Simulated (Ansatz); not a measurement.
Crystal: PbSe (Clausthalite).

```
CELL_PARAMETERS angstrom
0.00000 3.06065 3.06065
3.06065 0.00000 3.06065
3.06065 3.06065 0.00000
ATOMIC_POSITIONS crystal
Pb 0.00000 0.00000 0.00000
Se 0.50000 0.50000 0.50000
```

- Program: Ansatz 0.2.0
- Task: relaxation of cell and atoms
- Functional: PBE
- Potentials or basis: all-electron LAPW, scalar-relativistic
- Basis error allowed: 0.001 eV/atom
- k mesh: 8 × 8 × 8
- Occupations: fermi-dirac, width 0.05 eV
- Spin: no spin polarisation

At the start: volume 28.67 Å³/atom.

Question: How do energy, volume and symmetry change on relaxing?

Answer: Over 5 steps the energy falls by 10.0 meV/atom and the volume is 30.04 Å³/atom (+4.8 %); space group Fm-3m (No. 225, to 0.05 Å).

Step by step:
```
step  energy change (eV)  largest force (eV/Å)  volume (Å³)
   1              0.0000                0.0000        57.34
   2             -0.0162                0.0000        61.37
   3             -0.0199                0.0000        60.19
   4             -0.0199                0.0000        60.09
   5             -0.0199                0.0000        60.09
```

Final structure:
```
Pb Se
1.0
     0.00000    3.10878    3.10878
     3.10878    0.00000    3.10878
     3.10878    3.10878    0.00000
Pb Se
1 1
Direct
  0.00000 0.00000 0.00000
  0.50000 0.50000 0.50000
```

The cell as given is a measured one (28.67 Å³/atom); PBE puts the equilibrium volume +4.8 % from it, thermal expansion not counted.
